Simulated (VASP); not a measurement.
# Ag (P-1) in VASP: single point with PBEsol

Aim: the single point of Ag with PBEsol.

Program: VASP 6.6.1. These are calculated values, not measurements. Logs are shortened: lines on timing, memory, paths and dates and some standing lists are left out, and cuts for length are marked.

### Step 1. The cell of the first run

The typed cell holds 2 atoms: a = 2.949 Å, b = 2.918 Å, c = 5.373 Å, α = 103.37°, β = 103.71°, γ = 91.01°.

### Step 2. Single point, PBEsol (Au replaced by Ag, lengths x 1.040, strained and moved within the space group)

Contents of INCAR:

```
SYSTEM = Ag
ALGO = Fast ; EDIFF = 1E-6
ENCUT = 520 ; GGA = PS
ISIF = 2 ; ISMEAR = 0
LASPH = .TRUE. ; LCHARG = .FALSE.
LREAL = .FALSE. ; LWAVE = .FALSE.
NBANDS = 18 ; NELM = 100
PREC = Accurate ; SIGMA = 0.1
```

Contents of KPOINTS:

```
k-points
0
G
  14 14 8
  0 0 0
```

Contents of POSCAR:

```
Ag
1.0
    2.9486789559     -0.0191151419     -0.0282775300
   -0.0327152015      2.9181415885     -0.0107481858
   -1.2331274363     -1.2378185041      5.0814651347
Ag
2
Direct
    0.3619400854      0.3318950546      0.7245030677
    0.6380599146      0.6681049454      0.2754969323
```

Potentials or basis: VASP PAW PBE potentials, release 64 (Ag).

Launch:

```bash
cat potpaw_PBE.64/Ag/POTCAR > POTCAR
mpirun -np 1 vasp_std > vasp.out
```

OUTCAR:

```text
SYSTEM = Ag
   EDIFF = 1E-6
   ENCUT = 520
   GGA = PS
   ISIF = 2
   ISMEAR = 0
   LASPH = .TRUE.
   LREAL = .FALSE.
   NELM = 100
   PREC = Accurate

 ion  position               nearest neighbor table
   1  0.362  0.332  0.725-   2 2.81   2 3.01   2 3.06   2 3.07   2 3.17
   2  0.638  0.668  0.275-   1 2.81   1 3.01   1 3.06   1 3.07   1 3.17

  LATTYP: Found a triclinic cell.
 ALAT       =     2.9488764966
 B/A-ratio  =     1.4192765490
 C/A-ratio  =     1.8886371494
 COS(alpha) =     0.0021199074
 COS(beta)  =     0.2915241200
 COS(gamma) =     0.7168955529

  Lattice vectors:

 A1 = (  -2.9486789559,   0.0191151419,   0.0282775300)
 A2 = (  -2.9813941574,   2.9372567304,   0.0175293442)
 A3 = (  -1.6828363181,  -1.6612079425,  -5.0424394189)

Analysis of symmetry for initial positions (statically):
=====================================================================
 Subroutine PRICEL returns:
 Original cell was already a primitive cell.

 Routine SETGRP: Setting up the symmetry group for a
 triclinic supercell.

 Subroutine GETGRP returns: Found  2 space group operations
 (whereof  2 operations were pure point group operations)
 out of a pool of  2 trial point group operations.

The static configuration has the point symmetry S_2 .

Analysis of symmetry for dynamics (positions and initial velocities):
=====================================================================
 Subroutine PRICEL returns:
 Original cell was already a primitive cell.

 Routine SETGRP: Setting up the symmetry group for a
 triclinic supercell.

 Subroutine GETGRP returns: Found  2 space group operations
 (whereof  2 operations were pure point group operations)
 out of a pool of  2 trial point group operations.

The dynamic configuration has the point symmetry S_2 .

 Subroutine INISYM returns: Found  2 space group operations
 (whereof  2 operations are pure point group operations),
 and found     1 'primitive' translations

----------------------------------------------------------------------------------------

                                     Primitive cell

  volume of cell :      43.5787

  direct lattice vectors                    reciprocal lattice vectors
     2.948678956 -0.019115142 -0.028277530     0.339962401  0.004118868  0.083502566
    -0.032715201  2.918141589 -0.010748186     0.003032107  0.343028325  0.084295724
    -1.233127436 -1.237818504  5.081465135     0.001898249  0.000748486  0.197436614

  length of vectors
     2.948876497  2.918344760  5.373461253     0.350091528  0.353246932  0.197447158

  position of ions in fractional coordinates (direct lattice)
     0.361940085  0.331895055  0.724503068
     0.638059915  0.668104945  0.275496932

  ion indices of the primitive-cell ions
   primitive index   ion index
                 1           1
                 2           2

----------------------------------------------------------------------------------------

 KPOINTS: k-points

Automatic generation of k-mesh.
 Grid dimensions read from file:
 generate k-points for:   14   14    8

 Generating k-lattice:

  Cartesian coordinates                     Fractional coordinates (reciprocal lattice)
     0.024283029  0.000294205  0.005964469     0.071428571  0.000000000 -0.000000000
     0.000216579  0.024502023  0.006021123     0.000000000  0.071428571  0.000000000
     0.000237281  0.000093561  0.024679577     0.000000000  0.000000000  0.125000000

  Length of vectors
     0.025006538  0.025231924  0.024680895

  Shift w.r.t. Gamma in fractional coordinates (k-lattice)
     0.000000000  0.000000000  0.000000000

 Subroutine IBZKPT returns following result:
 ===========================================

 Found    788 irreducible k-points:

 Following reciprocal coordinates:
            Coordinates               Weight
  0.000000  0.000000  0.000000      1.000000
  0.071429 -0.000000 -0.000000      2.000000
  0.142857  0.000000 -0.000000      2.000000
  0.214286  0.000000  0.000000      2.000000
  0.285714  0.000000 -0.000000      2.000000
  0.357143  0.000000 -0.000000      2.000000
[... 16 lines left out ...]
  0.000000  0.142857 -0.000000      2.000000
  0.071429  0.142857  0.000000      2.000000
 [... further k-points ...]
   k-points           NKPTS =    788   k-points in BZ     NKDIM =    788   number of bands    NBANDS=     18
   number of dos      NEDOS =    301   number of ions     NIONS =      2
   total plane-waves  NPLWV =  23040
   dimension x,y,z NGX =    24 NGY =   24 NGZ =   40
   dimension x,y,z NGXF=    48 NGYF=   48 NGZF=   80
   ions per type =               2
   NGX,Y,Z   is equivalent  to a cutoff of  13.53, 13.67, 12.38 a.u.
   NGXF,Y,Z  is equivalent  to a cutoff of  27.06, 27.34, 24.75 a.u.
 SYSTEM =  Ag
   PREC   = accura    normal or accurate (medium, high low for compatibility)
   ISTART =      0    job   : 0-new  1-cont  2-samecut
   ICHARG =      2    charge: 1-file 2-atom 10-const
   ISPIN  =      1    spin polarized calculation?
   LNONCOLLINEAR =      F non collinear calculations
   LSORBIT =      F    spin-orbit coupling
   LASPH  =      T    aspherical Exc in radial PAW
   ENCUT  =  520.0 eV  38.22 Ry    6.18 a.u.   5.48  5.43  9.99*2*pi/ulx,y,z
   NELM   =    100;   NELMIN=  2; NELMDL= -5     # of ELM steps
   EDIFF  = 0.1E-05   stopping-criterion for ELM
   LREAL  =      F    real-space projection
   EDIFFG = 0.1E-04   stopping-criterion for IOM
   NSW    =      0    number of steps for IOM
   IBRION =     -1    ionic relax: 0-MD 1-quasi-New 2-CG
   NFREE  =      0    steps in history (QN), initial steepest desc. (CG)
   ISIF   =      2    stress and relaxation
   ISYM   =      2    0-nonsym 1-usesym 2-fastsym
   POTIM  = 0.5000    time-step for ionic-motion
   TEBEG  =    0.0;   TEEND  =   0.0 temperature during run
   PSTRESS=    0.0 pullay stress
   NELECT =      22.0000    total number of electrons
   NUPDOWN=      -1.0000    fix difference up-down
   EMIN   =  10.00;   EMAX   =-10.00  energy-range for DOS
   EFERMI =   0.00;   METHOD = LEGACY
   ISMEAR =     0;   SIGMA  =   0.10  broadening in eV -4-tet -1-fermi 0-gaus
   EFERMI_NEDOS =   21; number of points for ismear=-14 and -15
   IALGO  =     68    algorithm
   IMIX   =      4    mixing-type and parameters
     AMIX     =   0.40;   BMIX     =  1.00
     AMIX_MAG =   1.60;   BMIX_MAG =  1.00
  volume/ion in A,a.u.               =      21.79       147.04
  Fermi-wavevector in a.u.,A,eV,Ry     =   1.303539  2.463332 23.119227  1.699215
  Thomas-Fermi vector in A             =   2.434535
   LORBIT       =      0    0 simple, 1 ext, 2 COOP (PROOUT), +10 PAW based schemes
   GGA     = PS    functional components
   LHFCALC =     F    Hartree Fock is set to
   AEXX    =    0.0000 exact exchange contribution
   IVDW    =     0    specifies the selected vdW correction
   LEPSILON=     F    determine dielectric tensor
   LRPA    =     F    only Hartree local field effects (RPA)
 non-spin polarized calculation
 RMM-DIIS sequential band-by-band and
 Gauss-broadening in eV      SIGMA  =   0.10
  energy-cutoff  :      520.00
  volume of cell :       43.58
 maximum number of plane-waves:      1196
 NGX is ok and might be reduce to    24
   NGX = 11   NGY = 11   NGZ = 19

 number of electron      21.9999998 magnetization

 Free energy of the ion-electron system (eV)
  ---------------------------------------------------
  ext. energy  EPLUGINS =         0.00000000
  ---------------------------------------------------
  free energy    TOTEN  =        -5.88257827 eV

  energy without entropy =       -5.87905080  energy(sigma->0) =       -5.88081453

 E-fermi :   5.2520     XC(G=0): -10.9472

 val. band max:        5.2491893337   @ k =   0.1429   0.3571   0.3750
 cond. band min:       5.2521760131   @ k =  -0.0714   0.1429   0.1250
 fundamental gap:      0.0029866794
 Fermi energy:         5.2519808440

 k-point     1 :       0.0000    0.0000    0.0000
  band No.  band energies     occupation
      1      -0.9898      2.00000
      2       0.1143      2.00000
      3       0.2478      2.00000
      4       0.4440      2.00000
      5       0.7410      2.00000
      6       1.7461      2.00000
[... 10 lines left out ...]
     17      19.9495      0.00000
     18      21.6333      0.00000

 k-point     2 :       0.0714   -0.0000   -0.0000
  band No.  band energies     occupation
      1      -0.8893      2.00000
      2       0.1334      2.00000
      3       0.3143      2.00000
      4       0.4803      2.00000
      5       0.7752      2.00000
      6       1.6948      2.00000
[... 10 lines left out ...]
     17      20.1163      0.00000
     18      21.9457      0.00000

 k-point     3 :       0.1429    0.0000   -0.0000
  band No.  band energies     occupation
      1      -0.6118      2.00000
      2       0.1776      2.00000
      3       0.5010      2.00000
      4       0.5685      2.00000
      5       0.9171      2.00000
      6       1.4979      2.00000
[... 10 lines left out ...]
     17      20.5829      0.00000
     18      22.0003      0.00000

 k-point     4 :       0.2143    0.0000    0.0000
  band No.  band energies     occupation
      1      -0.2503      2.00000
      2       0.2360      2.00000
      3       0.6095      2.00000
      4       0.8314      2.00000
      5       1.1256      2.00000
      6       1.3324      2.00000
[... 375 lines left out ...]
      4       0.5222      2.00000
      5       0.7758      2.00000
      6       1.7113      2.00000
[... 10 lines left out ...]
     17      18.7925      0.00000
     18      22.4937      0.00000

 k-point    23 :       0.0000    0.1429   -0.0000
  band No.  band energies     occupation
      1      -0.5891      2.00000
      2       0.2342      2.00000
      3       0.4506      2.00000
      4       0.5965      2.00000
      5       0.8969      2.00000
      6       1.5545      2.00000
[... 10 lines left out ...]
     17      20.3079      0.00000
     18      21.6999      0.00000

 k-point    24 :       0.0714    0.1429    0.0000
  band No.  band energies     occupation
      1      -0.4599      2.00000
      2       0.2803      2.00000
      3       0.4431      2.00000
      4       0.6509      2.00000
      5       0.9640      2.00000
      6       1.4876      2.00000
[... 10 lines left out ...]
     17      19.3066      0.00000
     18      22.4286      0.00000

 [... further k-points ...]
[... 5 lines left out ...]
  --------------------------------------------------------------------------------------
  -------------------------------------------------------------------------------------
  Total       -3.1145460     -2.9633196     -2.7892448      0.0113399      0.1637870     -0.0194325
  in kB     -114.5066602   -108.9468019   -102.5469208      0.4169130      6.0216477     -0.7144395
  external PRESSURE =    -108.6667943 kB  Pullay stress =       0.0000000 kB

 VOLUME and BASIS-vectors are now :
 -----------------------------------------------------------------------------
  energy-cutoff  :      520.00
  volume of cell :       43.58
      direct lattice vectors                 reciprocal lattice vectors
     2.948678956 -0.019115142 -0.028277530     0.339962401  0.004118868  0.083502566
    -0.032715201  2.918141589 -0.010748186     0.003032107  0.343028325  0.084295724
    -1.233127436 -1.237818504  5.081465135     0.001898249  0.000748486  0.197436614

 POSITION                                       TOTAL-FORCE (eV/Angst)
 -----------------------------------------------------------------------------------
      0.16298      0.06479      3.66774        -0.040935     -0.008130     -0.342752
      1.51985      1.59641      1.37470         0.040935      0.008130      0.342752
 -----------------------------------------------------------------------------------
    total drift:                               -0.000000     -0.000000      0.000000

  FREE ENERGIE OF THE ION-ELECTRON SYSTEM (eV)
  ---------------------------------------------------
  free  energy   TOTEN  =        -5.8825782687 eV

  energy  without entropy=       -5.8790508012  energy(sigma->0) =       -5.88081453
```

It took 4.3 min on 1 thread of Intel Xeon Platinum 8259CL at 2.50GHz (Skylake/Cascade Lake), shared host; peak memory 0.57 GiB.

What came out:

- Free energy: -5.8826 eV
- Pressure: -10.9 GPa
- Largest force: 0.345 eV/Å
- Band gap on the k mesh: none (metal or under the smearing width)

Forces in eV/Å, atoms in the order of the input:
```
Ag  -0.041 -0.008 -0.343
Ag   0.041  0.008  0.343
```

Levels at points of the mesh, in eV from the Fermi level:
```tsv
k point	band 9	band 10	band 11	band 12	band 13	band 14
(0.00, 0.00, 0.00)	-3.16	-3.04	-2.81	0.40	2.66	13.26
(0.50, 0.00, 0.00)	-2.96	-2.94	-0.27	0.64	2.36	5.27
(0.00, 0.50, 0.00)	-3.09	-2.86	-0.06	0.66	2.68	5.21
(0.50, 0.50, 0.00)	-2.40	-2.38	2.68	4.67	5.81	6.03
(0.00, 0.00, 0.50)	-3.00	-2.86	-2.76	-2.73	8.71	10.78
(0.50, 0.00, 0.50)	-2.89	-2.89	-0.16	0.83	1.86	4.60
(0.00, 0.50, 0.50)	-2.99	-2.74	-0.21	1.06	1.81	4.83
(0.50, 0.50, 0.50)	-2.40	-2.37	3.00	4.55	5.63	5.82
```

Caveat: the PAW data sets were made with another functional, which shifts forces and pressure a little.
